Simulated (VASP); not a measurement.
# Zn3N2 (Ia-3) in VASP: notebook, part 4 of 4

VASP 6.6.1. The steps go on from the part before.

**5. Relaxation of cell and atoms, LDA**

This run uses another cell than the first one, of 11.04 Å³/atom, 0.958 times its volume.

Input file INCAR:

```
PREC     = Accurate       # precision mode
ENCUT    = 600            # plane-wave cutoff, eV
EDIFF    = 1E-7           # SCF threshold, eV
ISMEAR   = 0              # smearing method
SIGMA    = 0.03           # smearing width, eV
LREAL    = Auto         
LASPH    = T              # aspherical terms in the spheres
NELM     = 80             # most SCF steps
ALGO     = Normal         # electronic algorithm
ISIF     = 3              # what is computed and relaxed
LWAVE    = F              # write WAVECAR
LCHARG   = F              # write CHGCAR
GGA      = CA             # functional
IBRION   = 2              # ionic algorithm
NSW      = 90             # ionic steps
EDIFFG   = -0.005         # ionic threshold
KPAR     = 8
```

Input file KPOINTS:

```
Automatic mesh
0
Gamma
  4 4 4
```

Input file POSCAR:

```
Zn3N2                                   
1.0
   -4.7969137265      4.7969137265      4.7969137265
    4.7969137265     -4.7969137265      4.7969137265
    4.7969137265      4.7969137265     -4.7969137265
  Zn              N             
    24    16
Direct
     0.2771631766132306    0.0259477028008418    0.0484252511123866
     0.7487845261876112    0.2228368233867693    0.2712620744991558
     0.0224775483115448    0.4740522971991582    0.7512154738123888
     0.4775224516884553    0.2287379255008440    0.4515747488876134
     0.4515747488876134    0.4775224516884553    0.2287379255008440
     0.0259477028008418    0.0484252511123866    0.2771631766132306
     0.2712620744991558    0.7487845261876112    0.2228368233867693
     0.4740522971991582    0.7512154738123888    0.0224775483115448
     0.7512154738123888    0.0224775483115448    0.4740522971991582
     0.2228368233867693    0.2712620744991558    0.7487845261876112
     0.0484252511123866    0.2771631766132306    0.0259477028008418
     0.2287379255008440    0.4515747488876134    0.4775224516884553
     0.5259477028008418    0.2487845261876112    0.9775224516884553
     0.7287379255008443    0.2512154738123890    0.7771631766132306
     0.9740522971991582    0.9515747488876135    0.7228368233867694
     0.5484252511123865    0.5224775483115447    0.7712620744991557
     0.5224775483115447    0.7712620744991557    0.5484252511123865
     0.9775224516884553    0.5259477028008418    0.2487845261876112
     0.2512154738123890    0.7771631766132306    0.7287379255008443
     0.7228368233867694    0.9740522971991582    0.9515747488876135
     0.2487845261876112    0.9775224516884553    0.5259477028008418
     0.7771631766132306    0.7287379255008443    0.2512154738123890
     0.9515747488876135    0.7228368233867694    0.9740522971991582
     0.7712620744991557    0.5484252511123865    0.5224775483115447
     0.7300931592976864    0.4800931592976864    0.2500000000000000
     0.7500000000000000    0.7699068407023136    0.0199068407023136
     0.0199068407023136    0.7500000000000000    0.7699068407023136
     0.2500000000000000    0.7300931592976864    0.4800931592976864
     0.4800931592976864    0.2500000000000000    0.7300931592976864
     0.7699068407023136    0.0199068407023136    0.7500000000000000
     0.2699068407023136    0.5199068407023136    0.7500000000000000
     0.2500000000000000    0.2300931592976864    0.9800931592976864
     0.9800931592976864    0.2500000000000000    0.2300931592976864
     0.7500000000000000    0.2699068407023136    0.5199068407023136
     0.5199068407023136    0.7500000000000000    0.2699068407023136
     0.2300931592976864    0.9800931592976864    0.2500000000000000
     0.5000000000000000    0.0000000000000000    0.0000000000000000
     0.0000000000000000    0.0000000000000000    0.5000000000000000
     0.0000000000000000    0.5000000000000000    0.0000000000000000
     0.5000000000000000    0.5000000000000000    0.5000000000000000
```

Run with:

```bash
cat potpaw_LDA.64/Zn/POTCAR potpaw_LDA.64/N/POTCAR > POTCAR
mpirun -np 8 vasp_std > vasp.out
```

Wall time 8.3 min (8 MPI ranks of Intel Xeon 6975P-C (Granite Rapids), shared host); peak memory 0.95 GiB.

It converged, with:

```yaml
Free_energy: -190.1862 eV
Relaxed_volume: 11.04 Å³/atom
Relaxed_cell: a = 8.310 Å, b = 8.310 Å, c = 8.310 Å, α = 109.47°, β = 109.47°, γ = 109.47°
Space_group_after_relaxing_to_0.05_Å: Ia-3 (No. 206)
Energy_gained_by_relaxing: 0.0 meV/atom
Ionic_steps: 2
Pressure_after_relaxing: 0.0 GPa
Largest_force_after_relaxing: 0.004 eV/Å
Band_gap_on_the_k_mesh: 0.03 eV, direct
```

Forces on the atoms (eV/Å):
```
Zn  -0.002 -0.002  0.000
Zn   0.000 -0.002  0.002
Zn   0.002 -0.002  0.000
Zn   0.002  0.002  0.000
Zn   0.000  0.002  0.002
Zn  -0.002  0.000 -0.002
Zn   0.002  0.000 -0.002
Zn  -0.002  0.000  0.002
Zn   0.000  0.002 -0.002
Zn  -0.002  0.002  0.000
Zn   0.000 -0.002 -0.002
Zn   0.002  0.000  0.002
Zn   0.002  0.000 -0.002
Zn  -0.002  0.000  0.002
Zn   0.002  0.000  0.002
Zn   0.000 -0.002 -0.002
Zn  -0.002 -0.002  0.000
Zn  -0.002  0.002  0.000
Zn   0.000  0.002 -0.002
Zn   0.002  0.002  0.000
Zn   0.000 -0.002  0.002
Zn   0.002 -0.002  0.000
Zn   0.000  0.002  0.002
Zn  -0.002  0.000 -0.002
N    0.000  0.000  0.004
N   -0.004  0.000  0.000
N    0.000 -0.004  0.000
N    0.004  0.000  0.000
N    0.000  0.004  0.000
N    0.000  0.000 -0.004
N    0.000  0.000 -0.004
N    0.004  0.000  0.000
N    0.000  0.004  0.000
N   -0.004  0.000  0.000
N    0.000 -0.004  0.000
N    0.000  0.000  0.004
N    0.000  0.000  0.000
N    0.000  0.000  0.000
N    0.000  0.000  0.000
N    0.000  0.000  0.000
```

Final structure:
```
Zn N
1.0
    -4.79788    4.79788    4.79788
     4.79788   -4.79788    4.79788
     4.79788    4.79788   -4.79788
Zn N
24 16
Direct
  0.27715 0.02592 0.04841
  0.74877 0.22285 0.27126
  0.02249 0.47408 0.75123
  0.47751 0.22874 0.45159
  0.45159 0.47751 0.22874
  0.02592 0.04841 0.27715
  0.27126 0.74877 0.22285
  0.47408 0.75123 0.02249
  0.75123 0.02249 0.47408
  0.22285 0.27126 0.74877
  0.04841 0.27715 0.02592
  0.22874 0.45159 0.47751
  0.52592 0.24877 0.97751
  0.72874 0.25123 0.77715
  0.97408 0.95159 0.72285
  0.54841 0.52249 0.77126
  0.52249 0.77126 0.54841
  0.97751 0.52592 0.24877
  0.25123 0.77715 0.72874
  0.72285 0.97408 0.95159
  0.24877 0.97751 0.52592
  0.77715 0.72874 0.25123
  0.95159 0.72285 0.97408
  0.77126 0.54841 0.52249
  0.73014 0.48014 0.25000
  0.75000 0.76986 0.01986
  0.01986 0.75000 0.76986
  0.25000 0.73014 0.48014
  0.48014 0.25000 0.73014
  0.76986 0.01986 0.75000
  0.26986 0.51986 0.75000
  0.25000 0.23014 0.98014
  0.98014 0.25000 0.23014
  0.75000 0.26986 0.51986
  0.51986 0.75000 0.26986
  0.23014 0.98014 0.25000
  0.50000 0.00000 0.00000
  0.00000 0.00000 0.50000
  0.00000 0.50000 0.00000
  0.50000 0.50000 0.50000
```

Levels at points of the mesh, in eV from the valence-band top:
```tsv
k point	band 182	band 183	band 184	band 185	band 186	band 187
(0.00, 0.00, 0.00)	0.00	0.00	0.00	0.03	2.13	2.13
(0.50, 0.00, 0.00)	-0.78	-0.19	-0.19	2.19	2.19	3.26
(0.50, 0.50, 0.50)	-0.77	-0.65	-0.65	2.64	2.64	2.64
```

As with any semilocal functional, this LDA gap is likely too small.
